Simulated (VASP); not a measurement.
# Tc (P6_3/mmc) in VASP: a series of runs

One crystal, Tc, is run at these levels: PBE; tasks: single point.

Everything below comes from runs of VASP 6.6.1. Logs are shortened: lines on timing, memory, paths and dates and some standing lists are left out, and cuts for length are marked.

### 1 Starting point

The structure is hexagonal, space group P6_3/mmc (No. 194). The conventional cell has a = 2.740 Å, b = 2.740 Å, c = 4.398 Å, α = 90.00°, β = 90.00°, γ = 120.00°. Around Tc (site symmetry -6m2) lie 12 Tc at 2.71 to 2.74 Å.

### 2 Single point, PBE

The input, INCAR:

```
SYSTEM = Tc
PREC     = Accurate       ! precision mode
ENCUT    = 400            ! plane-wave cutoff, eV
EDIFF    = 1E-6           ! SCF threshold, eV
ISMEAR   = 0              ! smearing method
SIGMA    = 0.1            ! smearing width, eV
LREAL    = .False.        ! projectors in reciprocal space
LASPH    = .True.         ! aspherical terms in the spheres
NELM     = 100            ! most SCF steps
ALGO     = Normal         ! electronic algorithm
ISIF     = 2              ! what is computed and relaxed
LWAVE    = .False.        ! write WAVECAR
LCHARG   = .False.        ! write CHGCAR
GGA      = PE             ! functional
ADDGRID  = .False.
```

The input, KPOINTS:

```
regular mesh
0
Gamma
  5 5 3
  0 0 0
```

The input, POSCAR:

```
Tc
1.0
    2.7400000000      0.0000000000      0.0000000000
   -1.3700000000      2.3729096064      0.0000000000
    0.0000000000      0.0000000000      4.3980000000
Tc
2
Direct
    0.6666666667      0.3333333333      0.7500000000
    0.3333333333      0.6666666667      0.2500000000
```

Potentials or basis: VASP PAW PBE potentials, release 64 (Tc_pv).

On the command line:

```
cat potpaw_PBE.64/Tc_pv/POTCAR > POTCAR
mpirun -np 1 vasp_std > vasp.out
```

OUTCAR:

```text
SYSTEM = Tc
   PREC = Accurate
   ENCUT = 400
   EDIFF = 1E-6
   ISMEAR = 0
   LREAL = .False.
   LASPH = .True.
   NELM = 100
   ISIF = 2
   GGA = PE

 Found     10 irreducible k-points:

 Following reciprocal coordinates:
            Coordinates               Weight
  0.000000  0.000000  0.000000      1.000000
  0.200000 -0.000000  0.000000      6.000000
  0.400000 -0.000000  0.000000      6.000000
  0.200000  0.200000  0.000000      6.000000
  0.400000  0.200000  0.000000      6.000000
  0.000000  0.000000  0.333333      2.000000
   k-points           NKPTS =     10   k-points in BZ     NKDIM =     10   number of bands    NBANDS=     17
   number of dos      NEDOS =    301   number of ions     NIONS =      2
   total plane-waves  NPLWV =   9720
   dimension x,y,z NGX =    18 NGY =   18 NGZ =   30
   dimension x,y,z NGXF=    36 NGYF=   36 NGZF=   60
   ions per type =               2
   NGX,Y,Z   is equivalent  to a cutoff of  10.92, 10.92, 11.34 a.u.
   NGXF,Y,Z  is equivalent  to a cutoff of  21.84, 21.84, 22.68 a.u.
 SYSTEM =  Tc
   PREC   = accura    normal or accurate (medium, high low for compatibility)
   ISTART =      0    job   : 0-new  1-cont  2-samecut
   ICHARG =      2    charge: 1-file 2-atom 10-const
   ISPIN  =      1    spin polarized calculation?
   LNONCOLLINEAR =      F non collinear calculations
   LSORBIT =      F    spin-orbit coupling
   LASPH  =      T    aspherical Exc in radial PAW
   ENCUT  =  400.0 eV  29.40 Ry    5.42 a.u.   4.47  4.47  7.17*2*pi/ulx,y,z
   NELM   =    100;   NELMIN=  2; NELMDL= -5     # of ELM steps
   EDIFF  = 0.1E-05   stopping-criterion for ELM
   LREAL  =      F    real-space projection
   EDIFFG = 0.1E-04   stopping-criterion for IOM
   NSW    =      0    number of steps for IOM
   IBRION =     -1    ionic relax: 0-MD 1-quasi-New 2-CG
   NFREE  =      0    steps in history (QN), initial steepest desc. (CG)
   ISIF   =      2    stress and relaxation
   ISYM   =      2    0-nonsym 1-usesym 2-fastsym
   POTIM  = 0.5000    time-step for ionic-motion
   TEBEG  =    0.0;   TEEND  =   0.0 temperature during run
   PSTRESS=    0.0 pullay stress
   NELECT =      26.0000    total number of electrons
   NUPDOWN=      -1.0000    fix difference up-down
   EMIN   =  10.00;   EMAX   =-10.00  energy-range for DOS
   EFERMI =   0.00;   METHOD = LEGACY
   ISMEAR =     0;   SIGMA  =   0.10  broadening in eV -4-tet -1-fermi 0-gaus
   EFERMI_NEDOS =   21; number of points for ismear=-14 and -15
   IALGO  =     38    algorithm
   IMIX   =      4    mixing-type and parameters
     AMIX     =   0.40;   BMIX     =  1.00
     AMIX_MAG =   1.60;   BMIX_MAG =  1.00
  volume/ion in A,a.u.               =      14.30        96.48
  Fermi-wavevector in a.u.,A,eV,Ry     =   1.586002  2.997108 34.224109  2.515401
  Thomas-Fermi vector in A             =   2.685380
   LORBIT       =      0    0 simple, 1 ext, 2 COOP (PROOUT), +10 PAW based schemes
   GGA     = PE    functional components
   LHFCALC =     F    Hartree Fock is set to
   AEXX    =    0.0000 exact exchange contribution
   IVDW    =     0    specifies the selected vdW correction
   LEPSILON=     F    determine dielectric tensor
   LRPA    =     F    only Hartree local field effects (RPA)
 non-spin polarized calculation
 Gauss-broadening in eV      SIGMA  =   0.10
  energy-cutoff  :      400.00
  volume of cell :       28.59
 maximum number of plane-waves:       537
 NGX is ok and might be reduce to    18
   NGX =  9   NGY =  9   NGZ = 15

 number of electron      25.9999996 magnetization

 Free energy of the ion-electron system (eV)
  ---------------------------------------------------
  ext. energy  EPLUGINS =         0.00000000
  ---------------------------------------------------
  free energy    TOTEN  =       -20.82911906 eV

  energy without entropy =      -20.82241598  energy(sigma->0) =      -20.82576752

 E-fermi :  12.5227     XC(G=0): -13.8034

 val. band max:       12.5092417827   @ k =   0.2000  -0.0000   0.0000
 cond. band min:      12.5492154218   @ k =   0.0000   0.0000   0.0000
 fundamental gap:      0.0399736391
 Fermi energy:        12.5227112223

 k-point     1 :       0.0000    0.0000    0.0000
  band No.  band energies     occupation
      1     -26.7790      2.00000
      2     -25.6838      2.00000
      3     -25.6838      2.00000
      4     -25.4978      2.00000
      5     -25.4978      2.00000
      6     -25.4480      2.00000
[... 9 lines left out ...]
     16      14.3359      0.00000
     17      15.1997      0.00000

 k-point     2 :       0.2000   -0.0000    0.0000
  band No.  band energies     occupation
      1     -26.6245      2.00000
      2     -26.0123      2.00000
      3     -25.8312      2.00000
      4     -25.7868      2.00000
      5     -25.5471      2.00000
      6     -25.5170      2.00000
[... 9 lines left out ...]
     16      12.9635      0.00000
     17      15.6268      0.00000

 k-point     3 :       0.4000   -0.0000    0.0000
  band No.  band energies     occupation
      1     -26.5394      2.00000
      2     -26.3268      2.00000
      3     -26.2914      2.00000
      4     -25.9403      2.00000
      5     -25.7109      2.00000
      6     -25.6357      2.00000
[... 9 lines left out ...]
     16      15.9381      0.00000
     17      15.9505      0.00000

 k-point     4 :       0.2000    0.2000    0.0000
  band No.  band energies     occupation
      1     -26.3726      2.00000
      2     -26.2939      2.00000
      3     -26.2709      2.00000
      4     -25.9176      2.00000
      5     -25.7342      2.00000
      6     -25.6568      2.00000
[... 9 lines left out ...]
     16      15.6009      0.00000
     17      15.8639      0.00000

 k-point     5 :       0.4000    0.2000    0.0000
  band No.  band energies     occupation
      1     -26.5291      2.00000
      2     -26.3162      2.00000
      3     -26.1407      2.00000
      4     -26.1133      2.00000
      5     -25.8651      2.00000
      6     -25.8467      2.00000
[... 9 lines left out ...]
     16      15.5311      0.00000
     17      19.1358      0.00000

 k-point     6 :       0.0000    0.0000    0.3333
  band No.  band energies     occupation
      1     -26.4608      2.00000
      2     -25.7975      2.00000
      3     -25.6370      2.00000
      4     -25.6370      2.00000
      5     -25.5441      2.00000
      6     -25.5441      2.00000
[... 9 lines left out ...]
     16      13.7252      0.00000
     17      15.0523      0.00000

 [... further k-points ...]
[... 5 lines left out ...]
  --------------------------------------------------------------------------------------
  -------------------------------------------------------------------------------------
  Total        0.1626357      0.1626357     -0.3101487      0.0000000      0.0000000     -0.0000000
  in kB        9.1125403      9.1125403    -17.3777492      0.0000000      0.0000000     -0.0000000
  external PRESSURE =       0.2824438 kB  Pullay stress =       0.0000000 kB

 VOLUME and BASIS-vectors are now :
 -----------------------------------------------------------------------------
  energy-cutoff  :      400.00
  volume of cell :       28.59
      direct lattice vectors                 reciprocal lattice vectors
     2.740000000  0.000000000  0.000000000     0.364963504  0.210711777  0.000000000
    -1.370000000  2.372909606  0.000000000     0.000000000  0.421423554  0.000000000
     0.000000000  0.000000000  4.398000000     0.000000000  0.000000000  0.227376080

 POSITION                                       TOTAL-FORCE (eV/Angst)
 -----------------------------------------------------------------------------------
      1.37000      0.79097      3.29850         0.000000      0.000000      0.000000
     -0.00000      1.58194      1.09950        -0.000000      0.000000      0.000000
 -----------------------------------------------------------------------------------
    total drift:                               -0.000000      0.000000     -0.000000

  FREE ENERGIE OF THE ION-ELECTRON SYSTEM (eV)
  ---------------------------------------------------
  free  energy   TOTEN  =       -20.8291190596 eV

  energy  without entropy=      -20.8224159754  energy(sigma->0) =      -20.82576752
```

OSZICAR:

```text
N       E                     dE             d eps       ncg     rms          rms(c)
DAV:   1     0.279902006370E+03    0.27990E+03   -0.14189E+04   340   0.131E+03
DAV:   2    -0.157635825375E+02   -0.29567E+03   -0.29308E+03   394   0.415E+02
DAV:   3    -0.221667223862E+02   -0.64031E+01   -0.62461E+01   411   0.731E+01
DAV:   4    -0.222478998950E+02   -0.81178E-01   -0.74314E-01   366   0.681E+00
DAV:   5    -0.222485385294E+02   -0.63863E-03   -0.63853E-03   370   0.622E-01    0.236E+01
DAV:   6    -0.210019196492E+02    0.12466E+01   -0.29480E+00   365   0.171E+01    0.749E+00
DAV:   7    -0.208393660321E+02    0.16255E+00   -0.61700E-01   374   0.714E+00    0.820E-01
DAV:   8    -0.208291022663E+02    0.10264E-01   -0.91047E-03   343   0.102E+00    0.169E-01
DAV:   9    -0.208291203023E+02   -0.18036E-04   -0.36916E-04   406   0.165E-01    0.235E-02
DAV:  10    -0.208291192518E+02    0.10505E-05   -0.15436E-05   343   0.353E-02    0.116E-02
DAV:  11    -0.208291190596E+02    0.19221E-06   -0.28845E-06   310   0.168E-02
   1 F= -.20829119E+02 E0= -.20825768E+02  d E =-.670308E-02
```

stdout:

```text
POSCAR found type information on POSCAR Tc
 POSCAR found :  1 types and       2 ions
 scaLAPACK will be used
 LDA part: xc-table for (Slater+PW92), standard interpolation
 POSCAR, INCAR and KPOINTS ok, starting setup
 FFT: planning ... GRIDC
 FFT: planning ... GRID_SOFT
 FFT: planning ... GRID
 WAVECAR not read
 entering main loop
```

It took 8 s on 1 thread of AMD EPYC 7R43 (Zen 3), shared host; peak memory 0.09 GiB.

These settings aren't checked as converged: the numbers below hold their error.

Results:

```
Free energy            : -20.8291 eV
Pressure               : 0.0 GPa
Band gap on the k mesh : none (metal or under the smearing width)
```

Caveat: the k mesh is coarse (spacing up to 0.53 Å⁻¹), so the values aren't converged.

### 3 Single point, PBE

Changes to INCAR since step 2:

```diff
@@ -2,3 +2,3 @@
 PREC     = Accurate       ! precision mode
-ENCUT    = 400            ! plane-wave cutoff, eV
+ENCUT    = 550            ! plane-wave cutoff, eV
 EDIFF    = 1E-6           ! SCF threshold, eV
```

The input, KPOINTS:

```
regular mesh
0
Gamma
  4 4 3
  0 0 0
```

POSCAR is that of step 2.

Potentials or basis: VASP PAW PBE potentials, release 64 (Tc_pv).

On the command line:

```
cat potpaw_PBE.64/Tc_pv/POTCAR > POTCAR
mpirun -np 1 vasp_std > vasp.out
```

It took 12 s on 1 thread of AMD EPYC 7R43 (Zen 3), shared host; peak memory 0.11 GiB.

The run converged, but some of its settings lie outside the range that counts as converged, so its numbers aren't taken as properties of the crystal.

Results:

```yaml
Free_energy: -20.7670 eV
Pressure: 3.9 GPa
Band_gap_on_the_k_mesh: none (metal or under the smearing width)
```

Caveat: the k mesh is coarse (spacing up to 0.66 Å⁻¹), so the values aren't converged.

### 4 Single point, PBE

Changes to INCAR since step 3:

```diff
@@ -2,3 +2,3 @@
 PREC     = Accurate       ! precision mode
-ENCUT    = 550            ! plane-wave cutoff, eV
+ENCUT    = 450            ! plane-wave cutoff, eV
 EDIFF    = 1E-6           ! SCF threshold, eV
```

The input, KPOINTS:

```
regular mesh
0
Gamma
  5 5 3
  0 0 0
```

POSCAR is that of step 3.

On the command line:

```
cat potpaw_PBE.64/Tc_pv/POTCAR > POTCAR
mpirun -np 1 vasp_std > vasp.out
```

Run time: 9.3 s. Hardware: 1 thread of AMD EPYC 7R43 (Zen 3), shared host; peak memory 0.09 GiB.

The run converged, but some of its settings lie outside the range that counts as converged, so its numbers aren't taken as properties of the crystal.

What came out:

- Free energy: -20.8278 eV
- Pressure: 0.5 GPa
- Band gap on the k mesh: none (metal or under the smearing width)

Caveat: the k mesh is coarse (spacing up to 0.53 Å⁻¹), so the values aren't converged.
